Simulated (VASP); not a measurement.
# C (Fd-3m) in VASP: further runs

Runs on C. Level: PBE. Tasks: relaxation of cell and atoms.

Program: VASP 6.6.1. These are calculated values, not measurements. Logs are shortened: lines on timing, memory, paths and dates and some standing lists are left out, and cuts for length are marked.

## Step 1: The structure

It takes space group Fd-3m (No. 227, cubic). The conventional cell has a = 3.567 Å, b = 3.567 Å, c = 3.567 Å, α = 90.00°, β = 90.00°, γ = 90.00°. C (site symmetry -43m) is surrounded by 4 C at 1.54 Å.

This isn't the form of C at room conditions, which is graphite.

## Step 2: Relaxation of cell and atoms, PBE

INCAR reads:

```
SYSTEM = C
  PREC = Accurate
  ENCUT = 520
  EDIFF = 1E-7
  ISMEAR = 0
  SIGMA = 0.02
  LREAL = .False.
  LASPH = .True.
  NELM = 80
  ALGO = Fast
  ISIF = 3
  LWAVE = .False.
  LCHARG = .False.
  GGA = PE
  IBRION = 2
  NSW = 80
  EDIFFG = -0.002
  KPAR = 4
```

KPOINTS reads:

```
regular mesh
0
Gamma
  14 14 14
  0 0 0
```

POSCAR reads:

```
C
1.0
    0.0000000000      1.7833700000      1.7833700000
    1.7833700000      0.0000000000      1.7833700000
    1.7833700000      1.7833700000      0.0000000000
C
2
Direct
    0.0000000000      0.0000000000      0.0000000000
    0.2500000000      0.2500000000      0.2500000000
```

Potentials or basis: VASP PAW PBE potentials, release 64 (C).

Command:

```sh
cat potpaw_PBE.64/C/POTCAR > POTCAR
mpirun -np 4 vasp_std > vasp.out
```

OUTCAR:

```text
SYSTEM = C
   PREC = Accurate
   ENCUT = 520
   EDIFF = 1E-7
   ISMEAR = 0
   LREAL = .False.
   LASPH = .True.
   NELM = 80
   ISIF = 3
   GGA = PE
   IBRION = 2
   NSW = 80
   EDIFFG = -0.002

 ion  position               nearest neighbor table
   1  0.000  0.000  0.000-   2 1.54   2 1.54   2 1.54   2 1.54
   2  0.250  0.250  0.250-   1 1.54   1 1.54   1 1.54   1 1.54

  LATTYP: Found a face centered cubic cell.
 ALAT       =     3.5667400000

  Lattice vectors:

 A1 = (   0.0000000000,   1.7833700000,   1.7833700000)
 A2 = (   1.7833700000,   0.0000000000,   1.7833700000)
 A3 = (   1.7833700000,   1.7833700000,   0.0000000000)

Analysis of symmetry for initial positions (statically):
=====================================================================
 Subroutine PRICEL returns:
 Original cell was already a primitive cell.

 Routine SETGRP: Setting up the symmetry group for a
 face centered cubic supercell.

 Subroutine GETGRP returns: Found 48 space group operations
 (whereof 24 operations were pure point group operations)
 out of a pool of 48 trial point group operations.

The static configuration has the point symmetry T_d .
 The point group associated with its full space group is O_h .

Analysis of symmetry for dynamics (positions and initial velocities):
=====================================================================
 Subroutine PRICEL returns:
 Original cell was already a primitive cell.

 Routine SETGRP: Setting up the symmetry group for a
 face centered cubic supercell.

 Subroutine GETGRP returns: Found 48 space group operations
 (whereof 24 operations were pure point group operations)
 out of a pool of 48 trial point group operations.

The dynamic configuration has the point symmetry T_d .
 The point group associated with its full space group is O_h .

 Subroutine INISYM returns: Found 48 space group operations
 (whereof 24 operations are pure point group operations),
 and found     1 'primitive' translations

----------------------------------------------------------------------------------------

                                     Primitive cell

  volume of cell :      11.3437

  direct lattice vectors                    reciprocal lattice vectors
     0.000000000  1.783370000  1.783370000    -0.280368067  0.280368067  0.280368067
     1.783370000  0.000000000  1.783370000     0.280368067 -0.280368067  0.280368067
     1.783370000  1.783370000  0.000000000     0.280368067  0.280368067 -0.280368067

  length of vectors
     2.522066041  2.522066041  2.522066041     0.485611737  0.485611737  0.485611737

  position of ions in fractional coordinates (direct lattice)
     0.000000000  0.000000000  0.000000000
     0.250000000  0.250000000  0.250000000

  ion indices of the primitive-cell ions
   primitive index   ion index
                 1           1
                 2           2

----------------------------------------------------------------------------------------

 KPOINTS: regular mesh

Automatic generation of k-mesh.
 Grid dimensions read from file:
 generate k-points for:   14   14   14

 Generating k-lattice:

  Cartesian coordinates                     Fractional coordinates (reciprocal lattice)
    -0.020026291  0.020026291  0.020026291     0.071428571  0.000000000  0.000000000
     0.020026291 -0.020026291  0.020026291     0.000000000  0.071428571  0.000000000
     0.020026291  0.020026291 -0.020026291     0.000000000  0.000000000  0.071428571

  Length of vectors
     0.034686553  0.034686553  0.034686553

  Shift w.r.t. Gamma in fractional coordinates (k-lattice)
     0.000000000  0.000000000  0.000000000

 Subroutine IBZKPT returns following result:
 ===========================================

 Found    104 irreducible k-points:

 Following reciprocal coordinates:
            Coordinates               Weight
  0.000000  0.000000  0.000000      1.000000
  0.071429  0.000000  0.000000      8.000000
  0.142857  0.000000  0.000000      8.000000
  0.214286  0.000000  0.000000      8.000000
  0.285714  0.000000  0.000000      8.000000
  0.357143  0.000000  0.000000      8.000000
[... 16 lines left out ...]
  0.214286  0.142857  0.000000     24.000000
  0.285714  0.142857  0.000000     24.000000
 [... further k-points ...]
   k-points           NKPTS =    104   k-points in BZ     NKDIM =    104   number of bands    NBANDS=      8
   number of dos      NEDOS =    301   number of ions     NIONS =      2
   total plane-waves  NPLWV =   8000
   dimension x,y,z NGX =    20 NGY =   20 NGZ =   20
   dimension x,y,z NGXF=    40 NGYF=   40 NGZF=   40
   ions per type =               2
   NGX,Y,Z   is equivalent  to a cutoff of  13.18, 13.18, 13.18 a.u.
   NGXF,Y,Z  is equivalent  to a cutoff of  26.37, 26.37, 26.37 a.u.
 SYSTEM =  C
   PREC   = accura    normal or accurate (medium, high low for compatibility)
   ISTART =      0    job   : 0-new  1-cont  2-samecut
   ICHARG =      2    charge: 1-file 2-atom 10-const
   ISPIN  =      1    spin polarized calculation?
   LNONCOLLINEAR =      F non collinear calculations
   LSORBIT =      F    spin-orbit coupling
   LASPH  =      T    aspherical Exc in radial PAW
   ENCUT  =  520.0 eV  38.22 Ry    6.18 a.u.   4.69  4.69  4.69*2*pi/ulx,y,z
   NELM   =     80;   NELMIN=  2; NELMDL= -5     # of ELM steps
   EDIFF  = 0.1E-06   stopping-criterion for ELM
   LREAL  =      F    real-space projection
   EDIFFG = -.2E-02   stopping-criterion for IOM
   NSW    =     80    number of steps for IOM
   IBRION =      2    ionic relax: 0-MD 1-quasi-New 2-CG
   NFREE  =      1    steps in history (QN), initial steepest desc. (CG)
   ISIF   =      3    stress and relaxation
   ISYM   =      2    0-nonsym 1-usesym 2-fastsym
   POTIM  = 0.5000    time-step for ionic-motion
   TEBEG  =    0.0;   TEEND  =   0.0 temperature during run
   PSTRESS=    0.0 pullay stress
   NELECT =       8.0000    total number of electrons
   NUPDOWN=      -1.0000    fix difference up-down
   EMIN   =  10.00;   EMAX   =-10.00  energy-range for DOS
   EFERMI =   0.00;   METHOD = LEGACY
   ISMEAR =     0;   SIGMA  =   0.02  broadening in eV -4-tet -1-fermi 0-gaus
   EFERMI_NEDOS =   21; number of points for ismear=-14 and -15
   IALGO  =     68    algorithm
   IMIX   =      4    mixing-type and parameters
     AMIX     =   0.40;   BMIX     =  1.00
     AMIX_MAG =   1.60;   BMIX_MAG =  1.00
  volume/ion in A,a.u.               =       5.67        38.28
  Fermi-wavevector in a.u.,A,eV,Ry     =   1.457203  2.753714 28.891161  2.123440
  Thomas-Fermi vector in A             =   2.574032
   LORBIT       =      0    0 simple, 1 ext, 2 COOP (PROOUT), +10 PAW based schemes
   GGA     = PE    functional components
   LHFCALC =     F    Hartree Fock is set to
   AEXX    =    0.0000 exact exchange contribution
   IVDW    =     0    specifies the selected vdW correction
   LEPSILON=     F    determine dielectric tensor
   LRPA    =     F    only Hartree local field effects (RPA)
 conjugate gradient relaxation of ions
 non-spin polarized calculation
 RMM-DIIS sequential band-by-band and
 Gauss-broadening in eV      SIGMA  =   0.02
  energy-cutoff  :      520.00
  volume of cell :       11.34
 maximum number of plane-waves:       316
   NGX =  9   NGY =  9   NGZ =  9

--------------------------------------- Ionic step        1  -------------------------------------------

 number of electron       7.9999999 magnetization

 Free energy of the ion-electron system (eV)
  ---------------------------------------------------
  ext. energy  EPLUGINS =         0.00000000
  ---------------------------------------------------
  free energy    TOTEN  =       -18.18526899 eV

  energy without entropy =      -18.18526899  energy(sigma->0) =      -18.18526899

------------------------ aborting loop because EDIFF is reached ----------------------------------------

  FORCE on cell =-STRESS in cart. coord.  units (eV):
  Direction    XX          YY          ZZ          XY          YZ          ZX
  --------------------------------------------------------------------------------------
  -------------------------------------------------------------------------------------
  Total        0.1738024      0.1738024      0.1738024     -0.0000000     -0.0000000      0.0000000
  in kB       24.5477603     24.5477603     24.5477603     -0.0000000     -0.0000000      0.0000000
  external PRESSURE =      24.5477603 kB  Pullay stress =       0.0000000 kB

 VOLUME and BASIS-vectors are now :
 -----------------------------------------------------------------------------
  energy-cutoff  :      520.00
  volume of cell :       11.34
      direct lattice vectors                 reciprocal lattice vectors
     0.000000000  1.783370000  1.783370000    -0.280368067  0.280368067  0.280368067
     1.783370000  0.000000000  1.783370000     0.280368067 -0.280368067  0.280368067
     1.783370000  1.783370000  0.000000000     0.280368067  0.280368067 -0.280368067
[... 37 lines left out ...]
 POSITION                                       TOTAL-FORCE (eV/Angst)
 -----------------------------------------------------------------------------------
      0.00000      0.00000      0.00000         0.000000      0.000000      0.000000
      0.89542      0.89542      0.89542        -0.000000     -0.000000     -0.000000
 -----------------------------------------------------------------------------------
    total drift:                                0.000000      0.000000      0.000000

  FREE ENERGIE OF THE ION-ELECTRON SYSTEM (eV)
  ---------------------------------------------------
  free  energy   TOTEN  =       -18.1850168129 eV

  energy  without entropy=      -18.1850168129  energy(sigma->0) =      -18.18501681

--------------------------------------- Ionic step        3  -------------------------------------------

 number of electron       7.9999999 magnetization

 Free energy of the ion-electron system (eV)
  ---------------------------------------------------
  ext. energy  EPLUGINS =         0.00000000
  ---------------------------------------------------
  free energy    TOTEN  =       -18.18575495 eV

  energy without entropy =      -18.18575495  energy(sigma->0) =      -18.18575495

 E-fermi :   9.8347     XC(G=0): -13.2227

 val. band max:        9.6489346840   @ k =   0.0000   0.0000   0.0000
 cond. band min:      13.7658539977   @ k =   0.3571   0.3571   0.0000
 fundamental gap:      4.1169193137
 Fermi energy:         9.8346741981

 k-point     1 :       0.0000    0.0000    0.0000
  band No.  band energies     occupation
      1     -11.7531      2.00000
      2       9.6489      2.00000
      3       9.6489      2.00000
      4       9.6489      2.00000
      5      15.2233      0.00000
      6      15.2233      0.00000
      7      15.2233      0.00000
      8      22.8525      0.00000

 k-point     2 :       0.0714    0.0000    0.0000
  band No.  band energies     occupation
      1     -11.6122      2.00000
      2       8.7196      2.00000
      3       9.4073      2.00000
      4       9.4073      2.00000
      5      15.5394      0.00000
      6      15.5394      0.00000
      7      15.7748      0.00000
      8      22.9771      0.00000
[... 221 lines left out ...]
 k-point    23 :       0.2143    0.1429    0.0000
  band No.  band energies     occupation
      1     -10.4925      2.00000
      2       5.8542      2.00000
      3       6.8900      2.00000
      4       7.6233      2.00000
      5      14.8752      0.00000
      6      18.8918      0.00000
      7      18.9283      0.00000
      8      22.2107      0.00000

 k-point    24 :       0.2857    0.1429    0.0000
  band No.  band energies     occupation
      1      -9.7092      2.00000
      2       3.6531      2.00000
      3       6.3503      2.00000
      4       7.0622      2.00000
      5      15.5450      0.00000
      6      19.5691      0.00000
      7      19.6805      0.00000
      8      21.9822      0.00000

 [... further k-points ...]

------------------------ aborting loop because EDIFF is reached ----------------------------------------

  FORCE on cell =-STRESS in cart. coord.  units (eV):
  Direction    XX          YY          ZZ          XY          YZ          ZX
  --------------------------------------------------------------------------------------
  -------------------------------------------------------------------------------------
  Total        0.0008314      0.0008314      0.0008314      0.0000000      0.0000000     -0.0000000
  in kB        0.1167760      0.1167760      0.1167760      0.0000000      0.0000000     -0.0000000
  external PRESSURE =       0.1167760 kB  Pullay stress =       0.0000000 kB

 VOLUME and BASIS-vectors are now :
 -----------------------------------------------------------------------------
  energy-cutoff  :      520.00
  volume of cell :       11.41
      direct lattice vectors                 reciprocal lattice vectors
    -0.000000000  1.786710438  1.786710438    -0.279843890  0.279843890  0.279843890
     1.786710438 -0.000000000  1.786710438     0.279843890 -0.279843890  0.279843890
     1.786710438  1.786710438  0.000000000     0.279843890  0.279843890 -0.279843890

 POSITION                                       TOTAL-FORCE (eV/Angst)
 -----------------------------------------------------------------------------------
      0.00000      0.00000      0.00000        -0.000000      0.000000     -0.000000
      0.89336      0.89336      0.89336         0.000000     -0.000000      0.000000
 -----------------------------------------------------------------------------------
    total drift:                                0.000000      0.000000      0.000000

  FREE ENERGIE OF THE ION-ELECTRON SYSTEM (eV)
  ---------------------------------------------------
  free  energy   TOTEN  =       -18.1857549458 eV

  energy  without entropy=      -18.1857549458  energy(sigma->0) =      -18.18575495

 reached required accuracy - stopping structural energy minimisation
```

Run time: 7.3 s. Hardware: 4 MPI ranks of AMD EPYC 7R13 (Zen 3), shared host; peak memory 0.11 GiB.

What came out:

```yaml
Free_energy: -18.1858 eV
Relaxed_volume: 5.70 Å³/atom
Relaxed_cell: a = 2.527 Å, b = 2.527 Å, c = 2.527 Å, α = 60.00°, β = 60.00°, γ = 60.00°
Space_group_after_relaxing_to_0.05_Å: Fd-3m (No. 227)
Energy_gained_by_relaxing: 0.2 meV/atom
Ionic_steps: 3
Pressure_after_relaxing: 0.0 GPa
Band_gap_on_the_k_mesh: 4.12 eV, indirect (least direct gap 5.57 eV)
```

Step by step:
```
step  energy change (eV)  largest force (eV/Å)  pressure (GPa)  volume (Å³)
   1              0.0000                0.0000            2.45        11.34
   2              0.0003                0.0000           -2.96        11.49
   3             -0.0005                0.0000            0.01        11.41
```

Final structure:
```xyz
2
Lattice="0.0000 1.7867 1.7867 1.7867 0.0000 1.7867 1.7867 1.7867 0.0000" Properties=species:S:1:pos:R:3 pbc="T T T"
C     0.0000    0.0000    0.0000
C     0.8934    0.8934    0.8934
```

A k mesh can miss the band edges. PBE usually gives volumes a little too large and moduli too small.

[end of part 1 of 2]
